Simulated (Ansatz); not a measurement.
# Ga2O3 (Ga2O3): the cost of one run

Method: DFT LDA, scalar-relativistic, plane waves, PAW, in Ansatz 0.2.0.

### Step 1. The starting structure

Symmetry: C2/m, No. 12, monoclinic system. The conventional cell has a = 12.214 Å, b = 3.037 Å, c = 5.798 Å, α = 90.00°, β = 103.83°, γ = 90.00°. Around Ga (site symmetry m) lie 4 O at 1.83 to 1.86 Å. Ga (site symmetry m) is surrounded by 6 O at 1.94 to 2.07 Å. Around O (site symmetry m) lie 3 Ga at 1.83 to 1.94 Å. O (site symmetry m) is surrounded by 4 Ga at 1.86 to 2.07 Å.

Structure file:

```cif
data_structure
_symmetry_space_group_name_H-M 'C2/m'
_symmetry_Int_Tables_number 12
_cell_length_a 12.2140
_cell_length_b 3.0371
_cell_length_c 5.7981
_cell_angle_alpha 90.000
_cell_angle_beta 103.830
_cell_angle_gamma 90.000
_cell_volume 208.85
loop_
_atom_site_label
_atom_site_type_symbol
_atom_site_symmetry_multiplicity
_atom_site_Wyckoff_symbol
_atom_site_fract_x
_atom_site_fract_y
_atom_site_fract_z
_atom_site_occupancy
Ga1 Ga 4 i 0.09050 0.00000 0.79460 1
Ga2 Ga 4 i 0.15866 0.50000 0.31402 1
O1 O 4 i 0.16450 0.00000 0.10980 1
O2 O 4 i 0.17330 0.00000 0.56320 1
O3 O 4 i 0.49590 0.00000 0.25660 1
```

The structure rests on an entry of the Crystallography Open Database; cell or positions may have been set otherwise for this series.

### Step 2. Relaxing cell and atoms: Ga2O3 (Ga2O3), no spin

File input.yaml:

```yaml
crystal:
  lattice:
    - [6.107, -1.51855, 0.0]
    - [6.107, 1.51855, 0.0]
    - [-1.3859888959, 0.0, 5.630008738]
  atoms:
    - { symbol: Ga, position: [0.0905, 0.0905, 0.7946] }
    - { symbol: Ga, position: [0.9095, 0.9095, 0.2054] }
    - { symbol: Ga, position: [0.65866, 0.65866, 0.31402] }
    - { symbol: Ga, position: [0.34134, 0.34134, 0.68598] }
    - { symbol: O, position: [0.1645, 0.1645, 0.1098] }
    - { symbol: O, position: [0.8355, 0.8355, 0.8902] }
    - { symbol: O, position: [0.1733, 0.1733, 0.5632] }
    - { symbol: O, position: [0.8267, 0.8267, 0.4368] }
    - { symbol: O, position: [0.4959, 0.4959, 0.2566] }
    - { symbol: O, position: [0.5041, 0.5041, 0.7434] }
scf:
  occupations: { method: fixed }
output:
  forces: true
  stress: true
  eigenvalues: true
  write_density: true
  write_potential: true
  elf: true
  volumetric_format: npy
hamiltonian:
  xc: lda
  pseudopotentials: { kind: paw, azcp: { folder: soft_1 } }
kpoints:
  mp_grid: { grid: [6, 6, 6] }
basis:
  ecutwfc: 600
relax:
  f_tol: 0.002
  max_steps: 60
  cell: { stress_tol: 0.02 }
```

Launch:

```console
> ansatz run input.yaml --threads 4 --pin off --max-ram 10240MiB --backend cpu --events-out ev --progress --plain --runs-dir out
```

**Question.** How long does this run take on 4 threads of Intel Xeon 6975P-C (Granite Rapids), shared host, and how much memory does it need?

About 44 s, with a peak of 0.86 GiB.
